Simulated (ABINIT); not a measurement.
**CdS (Hawleyite): equation of state with PW91**

CdS (Hawleyite):

```
CELL_PARAMETERS angstrom
0.00000 2.91650 2.91650
2.91650 0.00000 2.91650
2.91650 2.91650 0.00000
ATOMIC_POSITIONS crystal
Cd 0.00000 0.00000 0.00000
S 0.75000 0.75000 0.75000
```

| Item | Value |
| --- | --- |
| Program | ABINIT 10.8.3 (patched build) |
| Task | equation of state |
| Functional | PW91 |
| Potentials or basis | JTH PAW PBE v2.0 |
| Cutoff | 544 eV |
| k mesh | 8 × 8 × 8 |
| Occupations | fermi-dirac, width 0.05 eV |
| Spin | no spin polarisation |

```json
{
  "Equilibrium volume": "25.96 Å³/atom",
  "Bulk modulus": "54 GPa",
  "Pressure derivative of the bulk modulus": "4.5"
}
```

Energy against volume, from the lowest point:
```csv
volume (Å³/atom),energy (meV/atom)
23.319,54.75
23.815,34.60
24.312,19.66
24.808,9.14
25.304,2.70
25.800,0.00
26.296,0.55
```

Run time: 2.1 min on 1 thread of Arm Neoverse V2 (shared host), peak memory 0.16 GiB.

Caveat: the cutoff is too short for stress, so the log's stress isn't used; pressures at fixed basis lie under the slope of the energies; the PAW data sets were made with another functional, which shifts forces and pressure a little. Zero-point motion and thermal expansion aren't in these numbers.
